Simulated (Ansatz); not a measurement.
**Ti: a jump of Ti**

These are results of DFT PBE, scalar-relativistic, plane waves, PAW in Ansatz, not measurements. Run with 420 eV cutoff, 4×4×4 k-mesh, shifted by half a step, Gaussian smearing of 0.10 eV, no spin polarisation.

Host crystal, relaxed:

```cif
data_structure
_symmetry_space_group_name_H-M 'P 1'
_symmetry_Int_Tables_number 1
_cell_length_a 4.5795
_cell_length_b 4.5795
_cell_length_c 2.8322
_cell_angle_alpha 90.000
_cell_angle_beta 90.000
_cell_angle_gamma 120.000
_cell_volume 51.44
loop_
_atom_site_label
_atom_site_type_symbol
_atom_site_fract_x
_atom_site_fract_y
_atom_site_fract_z
_atom_site_occupancy
Ti1 Ti 0.00000 0.00000 0.00000 1
Ti2 Ti 0.33333 0.66667 0.50000 1
Ti3 Ti 0.66667 0.33333 0.50000 1
```

In a supercell of 18 host sites, interstitial Ti hops to an equivalent place, moving 0.65 Å between the relaxed ends. Climbing-image nudged elastic band at fixed cell with images 0 (start) to 6 (end), the path measured over all atoms, converged to 0.05 eV/Å; the order of the saddle wasn't checked, and the small cell leaves errors of about a tenth of an eV.

Supercell rows in host cell vectors: 0 -1 2; 1 1 2; -1 0 2. Ti was set at (0.000, 0.450, 0.000) of the host cell.

At the relaxed start Ti has 1 Ti at 2.36 Å, 1 Ti at 2.38 Å, 1 Ti at 2.62 Å, 1 Ti at 2.67 Å, 1 Ti at 2.71 Å, 1 Ti at 2.73 Å, 2 Ti at 2.76 Å.

Question: What barrier does the band give, and what surrounds the atom at the top?

Answer: 0.35 eV at image 3, where Ti has 2 Ti at 2.45 Å, 2 Ti at 2.66 Å, 1 Ti at 2.67 Å, 2 Ti at 2.83 Å, 2 Ti at 3.00 Å, 2 Ti at 3.16 Å.

Cost: 1 run of about 2.9 core-hours, on Intel Xeon Processor @ 2.70GHz (shared hosts).